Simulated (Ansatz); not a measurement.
Ca in Ansatz: the effect of functional

Crystal: Ca.

```
Ca
1.0
     0.00000    2.77545    2.77545
     2.77545    0.00000    2.77545
     2.77545    2.77545    0.00000
Ca
1
Direct
  0.00000 0.00000 0.00000
```

The cell isn't the ideal one: volume scaled by 0.98.

Alike in all runs:

```yaml
Program: Ansatz 0.2.0
Task: single point
Potentials_or_basis: Ansatz PAW
k_mesh: 8 × 8 × 8
Occupations: fermi-dirac, width 0.05 eV
Spin: no spin polarisation
```

```tsv
functional	cutoff	pressure (GPa)
LDA	420 eV (not typed: the program's choice for these potentials)	?
r2SCAN	500 eV (not typed: the program's choice for these potentials)	0.2
PBE	420 eV (not typed: the program's choice for these potentials)	-0.2
```

Problem. What does the run with functional LDA give?

Solution. Pressure -1.9 GPa.

Caveats: the PAW data sets come from PBE, with cores solved anew for the run's functional, which leaves a small shift of forces and pressure (some runs).
